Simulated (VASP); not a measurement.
Here is a VASP 6.6.1 calculation.

File INCAR:

```
  PREC = Accurate
  ENCUT = 600
  EDIFF = 1E-7
  ISMEAR = 1
  SIGMA = 0.1
  LREAL = False
  LASPH = True
  NELM = 80
  ALGO = Normal
  ISIF = 3
  LWAVE = False
  LCHARG = False
  METAGGA = R2SCAN
  LMIXTAU = True
  IBRION = 2
  NSW = 90
  EDIFFG = -0.005
  KPAR = 2
```

File KPOINTS:

```
regular mesh
0
Gamma
  8 8 8
```

Contents of POSCAR:

```
Ta                                      
1.0
    5.2949162303     -0.0000000000     -0.0000000000
    0.0000000000      5.2949162303      0.0000000000
    0.0000000000      0.0000000000      5.2949162303
  Ta            
     8
Direct
     0.0000000000000000    0.0000000000000000    0.0000000000000000
     0.5000000000000000    0.5000000000000000    0.5000000000000000
     0.2500000000000000    0.0000000000000000    0.5000000000000000
     0.7500000000000000    0.0000000000000000    0.5000000000000000
     0.5000000000000000    0.7500000000000000    0.0000000000000000
     0.5000000000000000    0.2500000000000000    0.0000000000000000
     0.0000000000000000    0.5000000000000000    0.7500000000000000
     0.0000000000000000    0.5000000000000000    0.2500000000000000
```

Potentials or basis: VASP PAW PBE potentials, release 64 (Ta_pv).

Command:

```sh
$ cat potpaw_PBE.64/Ta_pv/POTCAR > POTCAR
$ mpirun -np 2 vasp_std > vasp.out
```

What does it give for the band gap on the k mesh?

None (metal or under the smearing width).

Final structure:
```yaml
crystal:
  lattice:
    - [5.29492, 0.00000, 0.00000]
    - [0.00000, 5.29492, 0.00000]
    - [0.00000, 0.00000, 5.29492]
  atoms:
    - { symbol: Ta, position: [0.00000, 0.00000, 0.00000] }
    - { symbol: Ta, position: [0.50000, 0.50000, 0.50000] }
    - { symbol: Ta, position: [0.25000, 0.00000, 0.50000] }
    - { symbol: Ta, position: [0.75000, 0.00000, 0.50000] }
    - { symbol: Ta, position: [0.50000, 0.75000, 0.00000] }
    - { symbol: Ta, position: [0.50000, 0.25000, 0.00000] }
    - { symbol: Ta, position: [0.00000, 0.50000, 0.75000] }
    - { symbol: Ta, position: [0.00000, 0.50000, 0.25000] }
```

Caveat: the relaxation stopped at its first step, so nothing moved. The run has no spin-orbit coupling, so splittings on Ta are missing.
